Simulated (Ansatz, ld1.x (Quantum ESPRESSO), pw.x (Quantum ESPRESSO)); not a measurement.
Ir (Z = 77) (sc): variants of one PAW potential in the solid

- Element: iridium (Ir)
- Generator: ld1.x (Quantum ESPRESSO) 7.5
- Type: PAW
- Functional: PBE
- Relativity: scalar-relativistic
- Frozen core: [Xe] 4f14
- Valence charge: 9
- Reference configuration: 5d7 6s2 6p0
- Partial waves: 6s (bound): rcut 1.70, rcutus 2.35 bohr; 6s channel at 3.95 Ry: rcut 1.70, rcutus 2.35 bohr; 6p (bound, empty): rcut 2.95, rcutus 3.50 bohr; 6p channel at 1.1 Ry: rcut 2.95, rcutus 3.50 bohr; 5d (bound): rcut 1.45, rcutus 1.95 bohr; 5d channel at 0.2 Ry: rcut 1.45, rcutus 1.95 bohr
- Local potential: all-electron potential smoothed inside 2.20 bohr (lloc = -1)
- Core correction: Bessel-smoothed model core, default radius (core density twice the valence density)
- Augmentation charge: GAUSS, radius 1.35 bohr

Crystal test: sc Ir in pw.x 7.5, no spin, 13³ k-points, Fermi–Dirac smearing 0.01 Ry, cutoffs set for each file from its atomic test. The reference is all-electron LAPW (Ansatz 0.2.0) with the same functional, mesh and smearing; V0 and B0 come from Birch–Murnaghan fits to the pressures at five volumes. Errors are pseudo minus all-electron; Δ is the rms difference of the E(V) curves that follow from these fits, minima aligned, over ±6 % about the mean V0. Mesh and smearing are coarse, so the numbers serve the comparison and aren't converged zero-temperature values; the lattice is a test structure that the element need not adopt.

All-electron: a0 = 2.573 Å (V0 = 17.04 Å³/atom), B0 = 242.7 GPa.

Base: The largest radius (3.50 bohr) exceeds half the bond length (2.43 bohr), so the spheres overlap, which is one possible source of error among others. This is a poor potential for the solid.

1 further variants are left out: they gave no file fit for a test, a broken result, the same result as the base, or pressures whose basis-set error rivals the error shown.

| change | cutoffs (Ry) | pw.x | a0 (Å) | a0 error (%) | B0 error (%) | Δ (meV/atom) | mean pressure error (GPa) |
| --- | --- | --- | --- | --- | --- | --- | --- |
| base | 60/480 | converged | 2.554 | -0.76 | +7.4 | 21.1 | -5.69 |
| wave 5d channel at 0.2 Ry: rcut 1.45, rcutus 1.95 bohr becomes 5d channel at -0.07 Ry: rcut 1.45, rcutus 1.95 bohr | 60/480 | converged | 2.566 | -0.27 | +2.5 | 7.3 | -1.98 |
| wave 5d channel at 0.2 Ry: rcut 1.45, rcutus 1.95 bohr becomes 5d channel at 0.4 Ry: rcut 1.45, rcutus 1.95 bohr | 60/480 | converged | 2.560 | -0.52 | +4.9 | 14.4 | -3.90 |
| wave 5d channel at 0.2 Ry: rcut 1.45, rcutus 1.95 bohr becomes 5d channel at 1.35 Ry: rcut 1.45, rcutus 1.95 bohr | 60/480 | converged | 2.565 | -0.32 | +2.9 | 8.8 | -2.40 |
| wave 5d channel at 0.2 Ry: rcut 1.45, rcutus 1.95 bohr becomes 5d channel at 4.66 Ry: rcut 1.45, rcutus 1.95 bohr | 60/480 | converged | 2.564 | -0.36 | +2.5 | 9.8 | -2.64 |
